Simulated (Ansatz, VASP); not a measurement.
# One calculation of GaSb, two programs

```xyz
2
Lattice="0.0000 3.0590 3.0590 3.0590 0.0000 3.0590 3.0590 3.0590 0.0000" Properties=species:S:1:pos:R:3 pbc="T T T"
Sb    4.5885    4.5885    4.5885
Ga    0.0000    0.0000    0.0000
```

Alike in both runs: task relaxation of cell and atoms; functional PBE; k mesh 8 × 8 × 8; occupations fermi-dirac, width 0.05 eV; no spin polarisation.

|  | VASP | Ansatz |
| --- | --- | --- |
| version | VASP 6.6.1 | Ansatz 0.2.0 |
| potentials or method | VASP PAW PBE potentials, release 64 (Sb, Ga_h) | Ansatz PAW |
| plane-wave cutoff (eV) | 980 | 420 |
| valence electrons in the cell | 18 | 28 |

```csv
,VASP,Ansatz,Ansatz less VASP
relaxed volume (Å³/atom),29.97,30.00,+0.034
relaxed cell length with the largest relative difference (Å),4.393,4.394,+0.0017
energy change over the relaxation (meV/atom),-10,-10,+0.4
```

The two sets of potentials don't hold the same shells in valence.

Caveats: the plane-wave basis is chosen anew once the cell has moved, so the energies of steps on either side of that aren't comparable (Ansatz). PBE usually gives volumes a little too large and moduli too small. The runs have no spin-orbit coupling, so splittings on Sb are missing.
